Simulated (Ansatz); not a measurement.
# Sr: the cost of one run

Computed with Ansatz 0.2.0 (DFT PBE, scalar-relativistic, unless a step's input says otherwise).

The COD cell was measured well above room temperature, so it is larger than a cold one.

1 further run of the same task is left out (for a known fault of the program).

## Step 1: The system as given

Symmetry: Im-3m, No. 229, cubic system. Conventional cell: a = 4.850 Å, b = 4.850 Å, c = 4.850 Å, α = 90.00°, β = 90.00°, γ = 90.00°. Around Sr (site symmetry m-3m) lie 8 Sr at 4.20 Å.

Structure file:

```
Sr
1.0
    -2.42500    2.42500    2.42500
     2.42500   -2.42500    2.42500
     2.42500    2.42500   -2.42500
Sr
1
Direct
  0.00000 0.00000 0.00000
```

The cell is a measured one (Crystallography Open Database entry 9008551); the temperature and pressure of the measurement aren't taken into account, and nothing was relaxed.

## Step 2: Volume × 0.9405, LAPW

input.yaml

```yaml
crystal:
  lattice:
    - [-2.3759174263, 2.3759174263, 2.3759174263]
    - [2.3759174263, -2.3759174263, 2.3759174263]
    - [2.3759174263, 2.3759174263, -2.3759174263]
  atoms:
    - { symbol: Sr, position: [0.0, 0.0, 0.0] }
kpoints:
  mp_grid: { grid: [12, 12, 12] }
scf:
  occupations: { method: fermi_dirac, width: 0.05 }
hamiltonian:
  xc: pbe
  pseudopotentials: { kind: all_electron, lapw: { basis_error: 0.00025 } }
output:
  forces: true
  stress: true
  eigenvalues: true
```

The run is started by

```sh
$ ansatz run input.yaml --threads 1 --pin off --max-ram 2048MiB --backend cpu --events-out ev --progress --plain --runs-dir out
```

**Question.** How long does this run take on 1 thread of AMD EPYC 7R43 (Zen 3), shared host, and how much memory does it need?

About 4.4 s, with a peak of 0.28 GiB.
